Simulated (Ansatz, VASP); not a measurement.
Two plane-wave programs on AlN

```xyz
2
Lattice="0.0000 2.2032 2.2032 2.2032 0.0000 2.2032 2.2032 2.2032 0.0000" Properties=species:S:1:pos:R:3 pbc="T T T"
Al    0.0000    0.0000    0.0000
N     3.3048    3.3048    3.3048
```

Alike in both runs: functional PBE; k mesh 8 × 8 × 8; occupations gaussian, width 0.1 eV; no spin polarisation.

Ansatz relaxed the structure, and its values are those at the end. VASP's run is a single point on that final structure, the one shown.

|  | VASP | Ansatz |
| --- | --- | --- |
| version | VASP 6.6.1 | Ansatz 0.2.0 |
| potentials or method | VASP PAW PBE potentials, release 64 (Al, N) | scalar-relativistic, plane waves, PAW |
| plane-wave cutoff (eV) | 520 | 420 |
| valence electrons in the cell | 8 | 8 |

|  | VASP | Ansatz | Ansatz less VASP |
| --- | --- | --- | --- |
| gap on the k mesh at the Fermi level (eV) | 3.30 | 3.31 | +0.007 |
| least direct gap on the mesh (eV) | 3.96 | 3.96 | -0.009 |
| pressure (GPa) | -0.7 | -0.4 | +0.29 |

A k mesh can miss the band edges.
